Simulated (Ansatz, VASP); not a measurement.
# HgGe: VASP beside Ansatz, part 2 of 2

Wanted: the spread between two codes on one cell, functional and k mesh. The cell is invented: As first built, before any earlier steps moved the atoms (in the runner's words): it takes the TiZn structure with all of its atoms replaced by other elements, volume scaled by an estimate. It may not be a known or stable phase. The cell is taken from a series of VASP runs on this material, whose earlier steps may have relaxed, scaled or displaced it; both programs get it as it stands.

VASP 6.6.1 and Ansatz 0.2.0.

So far: Set-up; VASP: relaxation of cell and atoms, PBEsol.

## 3. Ansatz: relaxation of cell and atoms, PBEsol

Level of this step: Ansatz beside VASP: Kohn-Sham DFT, plane waves, PBEsol (Ansatz).

Ansatz runs on its default PAW (the set named soft_2) files.

The same cell, functional, mesh and smearing now go to Ansatz, which takes its cutoff from its data sets.

Input file input.yaml:

```yaml
crystal:
  lattice:
    - [3.47035251, 0.0, 0.0]
    - [0.0, 3.47035251, 0.0]
    - [0.0, 0.0, 3.46997172]
  atoms:
    - { symbol: Hg, position: [0.5, 0.5, 0.99884786] }
    - { symbol: Ge, position: [0.0, 0.0, 0.50296414] }
hamiltonian:
  xc: pbesol
  pseudopotentials: { kind: paw }
kpoints:
  mp_grid: { grid: [6, 6, 6] }
scf:
  occupations: { method: fermi_dirac, width: 0.05 }
relax:
  f_tol: 0.01
  max_steps: 60
  cell: { stress_tol: 0.05 }
output:
  forces: true
  stress: true
```

Command:

```console
ansatz run input.yaml --threads 4 --pin off --max-ram 9216MiB --backend cpu --events-out ev --progress --plain --runs-dir out
```

Numbers of over 12 decimals in the logs are rounded to 6 here.

The log of the run:

```text
Engine: ansatz 0.2.0, aarch64-unknown-linux-gnu
Pseudopotentials: kind: paw
Pseudopotential: Hg, paw, valence charge 20, recommended cutoff 420 eV (normal), Hg.paw.azcp
Pseudopotential: Ge, paw, valence charge 14, recommended cutoff 420 eV (normal), Ge.paw.azcp
Functional definition: PBEsol
  exchange = pbesol_x
  correlation = pbesol_c
Crystal: 2 atoms, lattice volume = 41.790 Å³
Basis set: ecut = 420 eV, 799 PW (Γ), exchange–correlation on 48×48×48 points (8 copies of the dense FFT grid, shifted against one another)
Bands: 21, of which v1, the nominal top of the filled ones, is band 17 counted from 1 (16 counted from 0)
Symmetry: 8 space group operations
Space group: P4mm (ITA 99), of the structure as read, at distance tolerance 3.5e-5 Å
k-points: 40 of 216 (time reversal used)
Non-local potential: Hg, projectors of the file, l = 0: 3, l = 1: 2, l = 2: 2, l = 3: 1
Non-local potential: Ge, projectors of the file, l = 0: 2, l = 1: 2, l = 2: 3, l = 3: 1
PAW form: soft (Blöchl's): semilocal exchange-correlation on the pseudo side does not see the compensation charge
PAW frozen core: Hg, regenerated for the run's functional, and the local potential with it (the file was generated under x = pbe(κ = 0.804, μ = 0.219515), c = pbe(β = 0.066725))
PAW frozen core: Ge, regenerated for the run's functional, and the local potential with it (the file was generated under x = pbe(κ = 0.804, μ = 0.219515), c = pbe(β = 0.066725))
PAW one-centre angular grid: Hg, 590 points (default); XC on 64 Gauss nodes
PAW one-centre angular grid: Ge, 590 points (default); XC on 64 Gauss nodes
Initial density: superposition of atomic densities (neutral atoms: chi_scale 0, normalization atom), corrected by the library's trained network
Initial wavefunctions: pseudopotential atomic-orbital guess
Functional: x = pbesol(κ = 0.804, μ = 0.123457), c = pbesol(β = 0.046)
SCF iter   1: F=—  HF=-17920.945650 eV  |F-HF|=—  |Δ(HF+E_count)|=         —  Δρ=3.80e-3  dr2=6.00e-3  ethr=1.77e-3  ⟨swp⟩=5.8  Hψ=3453  notcnv=0
preconditioner: auto → Kerker (q_TF=auto, 2.636 Å⁻¹)  [metal: Δε(μ)=0.056 eV  Ē_g=17.757 eV  σ=0.050 eV  W_gap=0.27  n_scr=18 (ndim 8)  ℏωp=29.3 eV  f_vac=0.000  D(μ)=2.67/eV (n_scr^D=26)]
SCF iter   2: F=—  HF=-17920.944259 eV  |F-HF|=—  |Δ(HF+E_count)|=   1.39e-3  Δρ=1.89e-3  dr2=1.49e-3  ethr=1.77e-5  ⟨swp⟩=2.0  Hψ=1659  notcnv=0
SCF iter   3: F=—  HF=-17920.943784 eV  |F-HF|=—  |Δ(HF+E_count)|=   4.75e-4  Δρ=7.27e-4  dr2=3.08e-4  ethr=4.38e-6  ⟨swp⟩=2.7  Hψ=1365  notcnv=0
SCF iter   4: F=—  HF=-17920.943678 eV  |F-HF|=—  |Δ(HF+E_count)|=   1.06e-4  Δρ=1.89e-4  dr2=2.30e-5  ethr=9.05e-7  ⟨swp⟩=2.0  Hψ=1293  notcnv=0
SCF iter   5: F=—  HF=-17920.943690 eV  |F-HF|=—  |Δ(HF+E_count)|=   1.25e-5  Δρ=6.57e-5  dr2=8.27e-7  ethr=6.76e-8  ⟨swp⟩=2.0  Hψ=1329  notcnv=0
SCF iter   6: F=-17920.943691 eV  HF=-17920.943691 eV  |F-HF|=2.36e-8  |Δ(HF+E_count)|=   3.05e-7  Δρ=1.14e-5  dr2=5.40e-8  ethr=2.94e-10  ⟨swp⟩=4.4  Hψ=2842  notcnv=0
SCF 1 converged in 6 iterations: F = -17920.943691 eV  dr2 = 5.40e-8
  greatest PAW one-centre occupation: 1.000 electrons in one spin orbital (limit 2), on the Hg atom at site 0 (counted from 0), in its partial waves of l = 0
relax step   1: F+E_penalty+E_count = -17920.94369073 eV  Δ(F+E_penalty+E_count) = +0.000e0 eV  max|allowed force component| = 2.620e-2 eV/Å  Δτ_max = 0.0000 Å  P = -0.595 GPa  Ω = 41.790 Å³  (6 SCF iters, dr2 threshold 1.00e-7 eV, accepted)
[... from here on, the SCF cycles and remarks between the steps are left out ...]
relax step   2: F+E_penalty+E_count = -17920.94451860 eV  Δ(F+E_penalty+E_count) = -8.279e-4 eV  max|allowed force component| = 6.989e-3 eV/Å  Δτ_max = 0.0053 Å  P = +0.308 GPa  Ω = 41.243 Å³  energy of the carried Pulay correction = +1.266e-4 eV  (5 SCF iters, dr2 threshold 2.00e-7 eV, accepted)
relax step   3: F+E_penalty+E_count = -17920.94480525 eV  Δ(F+E_penalty+E_count) = -2.867e-4 eV  max|allowed force component| = 5.869e-3 eV/Å  Δτ_max = 0.0002 Å  P = +0.032 GPa  Ω = 41.404 Å³  energy of the carried Pulay correction = +8.922e-5 eV  (5 SCF iters, dr2 threshold 2.00e-7 eV, accepted)
relax step   4: F+E_penalty+E_count = -17920.93857191 eV  Δ(F+E_penalty+E_count) = +6.233e-3 eV  max|allowed force component| = 1.531e-2 eV/Å  Δτ_max = 0.0098 Å  P = -4.431 GPa  Ω = 44.585 Å³  energy of the carried Pulay correction = -6.221e-4 eV  (6 SCF iters, dr2 threshold 2.00e-7 eV, rejected (line search))
relax step   5: F+E_penalty+E_count = -17920.94853348 eV  Δ(F+E_penalty+E_count) = -3.728e-3 eV  max|allowed force component| = 4.120e-3 eV/Å  Δτ_max = 0.0029 Å  P = -1.043 GPa  Ω = 42.021 Å³  energy of the carried Pulay correction = -5.287e-5 eV  (9 SCF iters, accepted)
relax step   6: F+E_penalty+E_count = -17920.96480861 eV  Δ(F+E_penalty+E_count) = -1.628e-2 eV  max|allowed force component| = 2.090e-2 eV/Å  Δτ_max = 0.0083 Å  P = -3.147 GPa  Ω = 43.477 Å³  energy of the carried Pulay correction = -3.803e-4 eV  (6 SCF iters, dr2 threshold 2.00e-7 eV, accepted)
relax step   7: F+E_penalty+E_count = -17920.98349036 eV  Δ(F+E_penalty+E_count) = -1.868e-2 eV  max|allowed force component| = 2.974e-2 eV/Å  Δτ_max = 0.0151 Å  P = -4.850 GPa  Ω = 45.035 Å³  energy of the carried Pulay correction = -7.184e-4 eV  (7 SCF iters, dr2 threshold 2.00e-7 eV, accepted)
relax step   8: F+E_penalty+E_count = -17921.01724552 eV  Δ(F+E_penalty+E_count) = -3.376e-2 eV  max|allowed force component| = 3.168e-2 eV/Å  Δτ_max = 0.0190 Å  P = -5.349 GPa  Ω = 45.518 Å³  energy of the carried Pulay correction = -8.209e-4 eV  (6 SCF iters, dr2 threshold 2.00e-7 eV, accepted)
relax step   9: F+E_penalty+E_count = -17921.06671096 eV  Δ(F+E_penalty+E_count) = -4.947e-2 eV  max|allowed force component| = 4.173e-2 eV/Å  Δτ_max = 0.0004 Å  P = -3.294 GPa  Ω = 43.702 Å³  energy of the carried Pulay correction = -4.298e-4 eV  (6 SCF iters, dr2 threshold 2.00e-7 eV, accepted)
relax step  10: F+E_penalty+E_count = -17921.09080221 eV  Δ(F+E_penalty+E_count) = -2.409e-2 eV  max|allowed force component| = 5.185e-2 eV/Å  Δτ_max = 0.0014 Å  P = +0.789 GPa  Ω = 41.035 Å³  energy of the carried Pulay correction = +1.753e-4 eV  (6 SCF iters, dr2 threshold 2.00e-7 eV, accepted)
relax step  11: F+E_penalty+E_count = -17921.09433468 eV  Δ(F+E_penalty+E_count) = -3.532e-3 eV  max|allowed force component| = 4.474e-3 eV/Å  Δτ_max = 0.0390 Å  P = -0.002 GPa  Ω = 41.423 Å³  energy of the carried Pulay correction = +8.484e-5 eV  (6 SCF iters, dr2 threshold 2.00e-7 eV, accepted)
relax step  12: F+E_penalty+E_count = -17921.09494924 eV  Δ(F+E_penalty+E_count) = -6.146e-4 eV  max|allowed force component| = 4.482e-3 eV/Å  Δτ_max = 0.0000 Å  P = +0.044 GPa  Ω = 41.423 Å³  stress off target by 9.66e-2 GPa  SCF on the basis re-selected at this cell (its energy is not comparable with the rows above)  (7 SCF iters)
relax step  13: F+E_penalty+E_count = -17921.09497948 eV  Δ(F+E_penalty+E_count) = -3.024e-5 eV  max|allowed force component| = 3.695e-4 eV/Å  Δτ_max = 0.0033 Å  P = -0.004 GPa  Ω = 41.455 Å³  energy of the carried Pulay correction = -7.097e-6 eV  (5 SCF iters, dr2 threshold 2.33e-8 eV, accepted)
relax step  14: F+E_penalty+E_count = -17921.09498620 eV  Δ(F+E_penalty+E_count) = -6.726e-6 eV  max|allowed force component| = 3.734e-4 eV/Å  Δτ_max = 0.0000 Å  P = -0.004 GPa  Ω = 41.455 Å³  stress off target by 1.98e-2 GPa  SCF on the basis re-selected at this cell (its energy is not comparable with the rows above)  (4 SCF iters)
basis re-selected at this cell: Δ(F+E_penalty+E_count) = -6.726e-6 eV, ΔP = -0.000 GPa vs the last step (what re-selecting the basis moved, of the pressure what is left beyond the Pulay correction that the steps carried, after the strain that the cell walked since its last selection, with what the two solves' SCF thresholds leave and, on support functions, any second-order correction that the steps lacked; it is no m [...]
SCF converged after 4 iterations
Free energy (F): -17921.094986 eV
Harris-Foulkes:  -17921.094986 eV  (|F-HF|=0.00e0)
Internal energy: -17921.090715 eV  (E = F + TS)
E sigma→0 (E₀):  -17921.092851 eV
Entropy (-TS):   -0.004271 eV (-2.136 meV/atom)
Fermi energy:    13.680784 eV
--- Per-component energies (eV) ---
  E_band       = -498.160426
  E_kinetic    = 714.162086
  E_local      = -4607.057117  (includes V_loc(G=0)·N_el)
  E_nonlocal   = 491.095335
  E_hartree    = 1989.334615
  E_xc         = -294.506770
  E_vxc        = -327.050956  (∫ρ·V_xc dr)
  E_paw        = -11774.693967  (= ΣΔE_a)
  E_vpaw       = -747.980186  (= ΣTr[D̂ρ^β])
  E_aug_tail   = 0.001218  (compensation charges beyond the density's cutoff)
  E_ewald      = -4440.672703
  E_core_change = 1.246588  (= ΣΔE_core)
  E_smearing   = -0.004271  (= −TS)
  E_closure    = 0.000000  (closes the sum)
  Σ components = -17921.094986   (vs F -17921.094986, Δ=0.00e0)
--- Forces (eV/Å), atoms counted from 1 ---
  atom   1  Hg     0.00000000     0.00000000    -0.00037338
  atom   2  Ge    -0.00000000    -0.00000000     0.00037347
  max |Σ_I F_I| component: 9.24e-8 eV/Å
--- Stress (GPa, compression-positive) ---
       -0.015505       0.000000       0.000000
        0.000000      -0.015505      -0.000000
        0.000000      -0.000000       0.019800
  P = ⅓ Tr σ = -0.0037 GPa (-0.037 kbar)
--- Relaxed structure (12 steps of the walk, 11 accepted, 2 SCFs on fresh bases) ---
  F+E_penalty+E_count = -17921.09498620 eV   max|allowed force component| = 3.734e-4 eV/Å   (the final SCF, on the basis selected at the relaxed cell)
  cell:  # Å, volume = 41.4548 Å³
    - [3.714056, 0.0, 0]
    - [0.0, 3.714056, 0.0]
    - [0, 0.0, 3.005233]
  atoms:
    - { symbol: Hg, position: [0.500000, 0.500000, 1.000994] }
    - { symbol: Ge, position: [0, 0.0, 0.500818] }
```

Wall time 15 s (4 threads of Arm Neoverse V1, shared host); peak memory 0.37 GiB.

## 4. Comparison

Known differences besides the potentials themselves: both relaxations stop at a tolerance, which leaves soft axes loose, and VASP keeps its plane-wave basis; the data sets hold 34 valence electrons in Ansatz (default PAW (the set named soft_2) files) and 26 in VASP; the cutoff is 420 eV in Ansatz and 410 eV in VASP; Ansatz makes its cores anew for this functional, VASP keeps those of its PBE data sets; VASP leaves aspherical gradient terms in its spheres out (LASPH is not set), Ansatz keeps them; Ansatz adds a Pulay correction to the stress that steers its cell, VASP none. Total energies have different zeros and are not compared.

Both answers:

```csv
quantity,Ansatz,VASP,difference
volume (Å³),41.45,41.53,-0.17 %
"edge a after relaxation, in the typed setting (Å)",3.714,3.712,+0.07 %
"edge c after relaxation, in the typed setting (Å)",3.005,3.015,-0.31 %
```

The walks stopped with 0.00 GPa left in Ansatz and -0.04 GPa in VASP; each walk ends within a tolerance, so the volume difference is uncertain by about these residues over the bulk modulus, most in soft cells.

## 5. What came out

```yaml
difference_in_edge_c_after_relaxation_in_the_typed_setting_relaxation_of_cell_and_atoms_pbesol: -0.31 %
```

**Reading.** The difference in edge c after relaxation, in the typed setting is -0.31 % (relaxation of cell and atoms, PBEsol), within the 1.2 % picked in this series as the mark of a large difference, as far as the stopping tolerances let one tell. How closely two codes agree says nothing of how well the functional describes the real material.

[Lines on the potential files, build, host, timing and source positions are cut from VASP's logs without a mark.]

[Logs are printed without paths, hosts, clocks, repeated set-up lines and the standing remarks that a program may print on its own settings, such as how far it seeks lower states.]

[Hosts, paths, dates, database ids (printed as entryN), source tags and the programs' standing remarks are cut or masked in the printed files.]
